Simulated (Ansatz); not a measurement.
Here is an Ansatz 0.2.0 calculation.

File run.py:

```python
import json

import ase.io
import numpy as np

import ansatz as az

atoms = ase.io.read("Zr.cif")
atoms.info.pop("occupancy", None)

calculation = (
    az.Crystal.from_ase(atoms)
    .calculation()
    .kpoints(9, 9, 5)
    .functional("lda")
    .pseudopotentials(kind="paw_fr")
    .spin("noncollinear", soc=True)
    .occupations(method="tetrahedron")
    .density()
    .potential()
    .output_files(volumetric_format="npy")
    .electron_localization_function()
    .forces()
    .stress()
)
outcome = calculation.run(threads=2, events_out="events.jsonl")

report = outcome.report
for line in open("events.jsonl"):
    event = json.loads(line)
    if event["event"] == "scf_iter":
        d = event["data"]
        print(f"SCF {d['iter']:3d}  HF = {d['harris_foulkes_ev']:.6f} eV  dr2 = {d['dr2_ev']:.2e} eV")
    elif event["event"] in ("relax_step", "md_step"):
        d = event["data"]
        print(f"{event['event']} {d['step']:3d}  E = {d['lagrangian_ev']:.6f} eV")
np.set_printoptions(precision=5, suppress=True, linewidth=110)
print("converged:", report["converged"], "after", report["n_iterations"], "iterations")
print(f"free energy {report['free_energy_ev']:.6f} eV, Fermi level {report['fermi_energy_ev']:.4f} eV")
for key in ("band_edges_ev", "magnetization_mub", "site_moments_mub", "site_moments_nc_mub", "forces_ev_ang",
                "stress_gpa"):
    if report.get(key) is not None:
        print(key, np.array(report[key]), sep="\n")
```

The input Zr.cif:

```cif
data_Zr
_cell_length_a 3.23200000
_cell_length_b 3.23200000
_cell_length_c 5.14700000
_cell_angle_alpha 90.00000000
_cell_angle_beta 90.00000000
_cell_angle_gamma 120.00000000
_space_group_name_H-M_alt 'P6_3/mmc'
_space_group_name_Hall '-P 6c 2c'
_space_group_IT_number 194
loop_
_space_group_symop_operation_xyz
'x,y,z'
'-x,-y,-z'
'x-y,x,z+1/2'
'-x+y,-x,-z+1/2'
'-y,x-y,z'
'y,-x+y,-z'
'-x,-y,z+1/2'
'x,y,-z+1/2'
'-x+y,-x,z'
'x-y,x,-z'
'y,-x+y,z+1/2'
'-y,x-y,-z+1/2'
'-y,-x,-z+1/2'
'y,x,z+1/2'
'-x,-x+y,-z'
'x,x-y,z'
'-x+y,y,-z+1/2'
'x-y,-y,z+1/2'
'y,x,-z'
'-y,-x,z'
'x,x-y,-z+1/2'
'-x,-x+y,z+1/2'
'x-y,-y,-z'
'-x+y,y,z'
loop_
_atom_site_label
_atom_site_type_symbol
_atom_site_symmetry_multiplicity
_atom_site_Wyckoff_symbol
_atom_site_fract_x
_atom_site_fract_y
_atom_site_fract_z
_atom_site_occupancy
Zr1 Zr 2 c 0.6666666667 0.3333333333 0.7500000000 1
```

Potentials or basis: Ansatz PAW.

Command:

```bash
$ python run.py
```

Question: Estimate the band gap on the k mesh.

Answer: None (metal or under the smearing width).

Question: Predict the pressure.

Answer: -6.1 GPa.

Stress tensor (GPa, compression positive):
```
-6.43  0.00  0.00
 0.00 -6.43  0.00
 0.00  0.00 -5.56
```

Caveat: with tetrahedron occupations forces and stress needn't match the slope of the energy.
